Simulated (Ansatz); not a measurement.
**Au (simple hexagonal type) under strong compression**

```
Au
1.0
     2.82328    0.00000    0.00000
    -1.41164    2.44503    0.00000
     0.00000    0.00000    2.80245
Au
1
Direct
  0.00000 0.00000 0.00000
```

The cell comes from a relaxation on PAW files under the same functional, begun from a prototype that needn't be the stable phase.

Its volume is scaled, and at each volume shape and atoms are relaxed on PAW files; all methods then take that cell.

All numbers are PBE results (scalar-relativistic) from Ansatz 0.2.0, with a Γ-centred 15×15×14 k mesh, Fermi–Dirac smearing of 0.08 eV, no spin polarisation. Methods: LAPW: all electrons, basis error target 1 meV/atom; PAW: frozen-core files, cutoff 420 eV; crystal datasets: all electrons, by PAW datasets that the program makes for each cell; norm-conserving: pseudopotentials, cutoff 1034 eV; PAW (partial waves polarizable): frozen-core files, cutoff 420 eV.

Energies are extrapolated to zero smearing and count from the unscaled cell; pressure is positive in compression; gaps take the mesh and a band path. No temperature or zero-point motion is included.

Spin–orbit coupling is left out, which matters for the heavy atoms.

| V/V0 | V (Å³/atom) | P LAPW (GPa) | ΔE LAPW (eV/atom) | P PAW − LAPW (GPa) | ΔE PAW − LAPW (meV/atom) | space group | shortest distance (Å) |
| --- | --- | --- | --- | --- | --- | --- | --- |
| 1.00 | 19.35 | -0.02 | 0.000 | 0.01 | 0.0 | P6/mmm | 2.802 |
| 0.88 | 17.02 | 22.4 | 0.140 | 0.02 | 0.2 | P6/mmm | 2.664 |
| 0.78 | 15.09 | ? | ? | ? | ? | ? | ? |
| 0.68 | 13.15 | 140.7 | 1.787 | 0.00 | 0.7 | P6/mmm | 2.427 |
| 0.58 | 11.22 | 304.7 | 4.352 | -0.03 | 0.5 | P6/mmm | 2.294 |
| 0.50 | 9.67 | 570.6 | 8.436 | -0.08 | 0.1 | P6/mmm | 2.177 |
| 0.43 | 8.32 | 1018 | 14.947 | -0.44 | -1.7 | P6/mmm | 2.067 |

Question: Fit the Vinet equation to the LAPW pressures shown (residuals weighted by 1/(|P| + 0.03·Pmax)), and predict the pressure of the withheld row.

Answer: The fit gives V0 = 19.35 Å³/atom, B0 = 118 GPa and B0′ = 6.15. At 15.09 Å³/atom, x = (V/V0)^(1/3) = 0.9204, and P = 3·B0·(1 − x)/x²·exp[1.5·(B0′ − 1)·(1 − x)] = 61.5 GPa. The run itself gave 61.7 GPa (-0.3 % off) and ΔE = 0.620 eV/atom.

Question: At the smallest volume, how far do crystal datasets and norm-conserving and PAW (partial waves polarizable) lie from LAPW in pressure?

Answer: crystal datasets: 0.00 GPa; norm-conserving: +3.41 GPa; PAW (partial waves polarizable): -0.45 GPa, on a LAPW pressure of 1018 GPa.

Question: How do the Löwdin populations by LAPW change from the unscaled cell to the last row?

Answer: Au 5s 1.99 → 1.95, Au 5d 9.74 → 9.67 electrons an atom. These are projections on the shells that the free atoms fill; 0.14 e a cell lies outside them at the start and 0.24 e at the end.
